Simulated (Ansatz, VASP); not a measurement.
# AgCl in VASP and in Ansatz

File INCAR:

```
PREC = Accurate ; ENCUT = 520
EDIFF = 1E-6 ; ISMEAR = 0
SIGMA = 0.05 ; LREAL = False
LASPH = True ; NELM = 60
ALGO = Normal ; ISIF = 2
LWAVE = False ; LCHARG = False
GGA = PS ; NBANDS = 16
```

The input KPOINTS:

```
regular mesh
0
Gamma
  8 8 8
```

Contents of POSCAR:

```
AgCl
1.0
    0.0000000000      2.8563445000      2.8563445000
    2.8563445000      0.0000000000      2.8563445000
    2.8563445000      2.8563445000      0.0000000000
Ag Cl
1 1
Direct
    0.5000000000      0.5000000000      0.5000000000
    0.0000000000      0.0000000000      0.0000000000
```

Input for Ansatz:

```yaml
crystal:
  lattice:
    - [0.0, 2.8563445, 2.8563445]
    - [2.8563445, 0.0, 2.8563445]
    - [2.8563445, 2.8563445, 0.0]
  atoms:
    - { symbol: Ag, position: [0.5, 0.5, 0.5] }
    - { symbol: Cl, position: [0.0, 0.0, 0.0] }
basis:
  ecutwfc: 420
kpoints:
  mp_grid: { grid: [8, 8, 8] }
hamiltonian:
  xc: pbesol
scf:
  occupations: { method: gaussian, width: 0.05 }
output:
  forces: true
  stress: true
  eigenvalues: true
```

Change from the starting cell: strain +0.030 along x and y, +0.030 along z, atoms carried along.

Alike in both runs: task single point; functional PBEsol; k mesh 8 × 8 × 8; occupations gaussian, width 0.05 eV; no spin polarisation.

```csv
,VASP,Ansatz
version,VASP 6.6.1,Ansatz 0.2.0
potentials or method,"VASP PAW PBE potentials, release 64 (Ag, Cl)","scalar-relativistic, plane waves, PAW"
plane-wave cutoff (eV),520,420
valence electrons in the cell,18,26
```

VASP gave:

- gap on the k mesh at the Fermi level (eV): 0.77
- least direct gap on the mesh (eV): 2.75
- pressure (GPa): -5.6

**Question.** What did Ansatz give for the same quantities?

**Answer.** gap on the k mesh at the Fermi level (eV): 0.77; least direct gap on the mesh (eV): 2.75; pressure (GPa): -5.5.

The two sets of potentials don't hold the same shells in valence.

Caveats: the PAW data sets were made with another functional, which shifts forces and pressure a little (VASP). A k mesh can miss the band edges.
